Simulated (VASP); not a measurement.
Input of a VASP 6.6.1 run:

File INCAR:

```
PREC = Accurate
ENCUT = 600
EDIFF = 1E-7
ISMEAR = 0
SIGMA = 0.03
LREAL = False
LASPH = True
NELM = 80
ALGO = Normal
ISIF = 3
LWAVE = False
LCHARG = False
GGA = PE
IVDW = 12
IBRION = 2
NSW = 90
EDIFFG = -0.005
```

KPOINTS

```
regular mesh
0
Gamma
  9 9 5
```

POSCAR

```
ZrSe2                                   
1.0
    3.7403502372      0.0000000000     -0.0000000000
   -1.8701751186      3.2392383245     -0.0000000000
    0.0000000000     -0.0000000000      6.0280665154
  Zr              Se            
     1     2
Direct
     0.0000000000000000    0.0000000000000000    0.0000000000000000
     0.3333333332999970    0.6666666667000030    0.2649979776188097
     0.6666666667000030    0.3333333332999970    0.7350020223811904
```

Potentials or basis: VASP PAW PBE potentials, release 64 (Zr_sv, Se).

Launch:

```sh
$ cat potpaw_PBE.64/Zr_sv/POTCAR potpaw_PBE.64/Se/POTCAR > POTCAR
$ mpirun -np 1 vasp_std > vasp.out
```

Problem. Estimate the dispersion energy per atom.

Solution. -0.405 eV.

Problem. What does it give for the relaxed volume?

Solution. 24.34 Å³/atom.

Problem. What does it give for the band gap on the k mesh?

Solution. 0.05 eV, indirect (least direct gap 0.94 eV).

Problem. Predict the space group after relaxing (to 0.05 Å).

Solution. P-3m1 (No. 164).

Final structure:
```yaml
crystal:
  lattice:
    - [3.73854, 0.00000, 0.00000]
    - [-1.86927, 3.23767, 0.00000]
    - [0.00000, 0.00000, 6.03219]
  atoms:
    - { symbol: Zr, position: [0.00000, 0.00000, 0.00000] }
    - { symbol: Se, position: [0.33333, 0.66667, 0.26500] }
    - { symbol: Se, position: [0.66667, 0.33333, 0.73500] }
```

Caveat: an odd mesh through Γ misses points on the zone boundary, where band edges often lie.
